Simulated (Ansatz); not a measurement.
# Ti: an axial (c/a) deformation path

One table from this session's results is given with a row withheld; the runs are named, their logs left out.

Computed with Ansatz 0.2.0 (DFT PBEsol, scalar-relativistic, plane waves, PAW, unless a step's input says otherwise).

2 further runs of the same task are left out: 2 set aside as unsound or not needed. Runs told in other sessions of the task aren't counted.

## The system as given

It takes space group P6_3/mmc (No. 194, hexagonal). Conventional cell: a = 2.900 Å, b = 2.900 Å, c = 4.591 Å, α = 90.00°, β = 90.00°, γ = 120.00°. Ti (site symmetry -6m2) is surrounded by 12 Ti at 2.84 to 2.90 Å.

Coordinates:

```cif
data_structure
_symmetry_space_group_name_H-M 'P 1'
_symmetry_Int_Tables_number 1
_cell_length_a 2.9004
_cell_length_b 2.9004
_cell_length_c 4.5910
_cell_angle_alpha 90.000
_cell_angle_beta 90.000
_cell_angle_gamma 120.000
_cell_volume 33.45
loop_
_atom_site_label
_atom_site_type_symbol
_atom_site_fract_x
_atom_site_fract_y
_atom_site_fract_z
_atom_site_occupancy
Ti1 Ti 0.33333 0.66667 0.25000 1
Ti2 Ti 0.66667 0.33333 0.75000 1
```

This cell was relaxed beforehand with the same method: volume 16.72 Å³/atom, gap on the mesh none (metal).

The first run:

At fixed volume and fractional coordinates, lengths along (0.000, 0.000, 1.000) are scaled against those across it; ρ is that ratio over its starting value.

Input file input.yaml:

```yaml
crystal:
  lattice:
    - [3.0618942835, 0.0, 0.0]
    - [-1.5309471418, 2.6516782332, 0.0]
    - [0.0, 0.0, 4.1195742945]
  atoms:
    - { symbol: Ti, position: [0.3333333333, 0.6666666667, 0.25] }
    - { symbol: Ti, position: [0.6666666667, 0.3333333333, 0.75] }
basis:
  ecutwfc: 420
kpoints:
  mp_grid: { grid: [24, 24, 14] }
hamiltonian:
  xc: pbesol
scf:
  occupations: { method: gaussian, width: 0.15 }
output:
  forces: true
  stress: true
  eigenvalues: true
```

Started as:

```console
$ ansatz run input.yaml --threads 1 --pin off --max-ram 2560MiB --backend cpu --events-out ev --progress --plain --runs-dir out
```

Steps of the session up to this table: At ρ = 0.850; At ρ = 1.200; ρ = 0.920; Point ρ = 1.100; At ρ = 0.960; At ρ = 1.050; Point ρ = 0.800; At ρ = 1.300.

One of the session's tables, all rows but one given; the rest of the session is left out.

| ρ | ΔE (meV/atom) | pressure (GPa) |
| --- | --- | --- |
| 0.800 | 158.3 | 1.3 |
| 0.850 | 91.5 | 0.9 |
| 0.920 | ? | ? |
| 0.960 | 6.5 | 0.2 |
| 1.000 | 0.0 | 0.0 |
| 1.050 | 9.4 | 0.0 |
| 1.100 | 34.4 | 0.0 |
| 1.200 | 110.4 | -0.3 |
| 1.300 | 201.5 | -0.1 |

Estimate the missing values for ρ = 0.920.

Worked estimate for «ΔE (meV/atom)». A straight line through the neighbours (0.850, 91.5) and (0.960, 6.5) gives 91.5 + (6.5 − 91.5) × (0.920 − 0.850) / (0.960 − 0.850) = 37.4; a parabola fitted to 4 rows on both sides gives 27.2.

As computed: ΔE (meV/atom): 26.7; pressure (GPa): 0.4. In «ΔE (meV/atom)» the line misses by +10.7 and the parabola by +0.5.
